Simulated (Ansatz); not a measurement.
Cu:

```xyz
1
Lattice="0.0000 1.8075 1.8075 1.8075 0.0000 1.8075 1.8075 1.8075 0.0000" Properties=species:S:1:pos:R:3 pbc="T T T"
Cu    0.0000    0.0000    0.0000
```

Program: Ansatz 0.2.0. Alike in all runs: potentials or basis Ansatz PAW; no spin polarisation; cell as given; cutoff (eV) 420; smearing fermi-dirac 0.05 eV.

Question: Order these runs on this cell by their pressure, lowest first.
A. level PBEsol0; k mesh 7 × 7 × 7; mesh quality coarse
B. level LDA; k mesh 13 × 13 × 13; points for each segment of the path 14; mesh quality not flagged
C. level PBEsol; k mesh 13 × 13 × 13; points for each segment of the path 14; mesh quality not flagged
D. level RPBE; k mesh 13 × 13 × 13; points for each segment of the path 14; mesh quality not flagged

Answer: B (-12.7 GPa), C (-6.6 GPa), A (-4.5 GPa), D (6.6 GPa).

Caveats: some runs use coarse meshes; the PAW data sets come from PBE, with cores solved anew for the run's functional, which leaves a small shift of forces and pressure; the thresholds are loose for stress (some runs).

Runs at the PBE level aren't shown here.
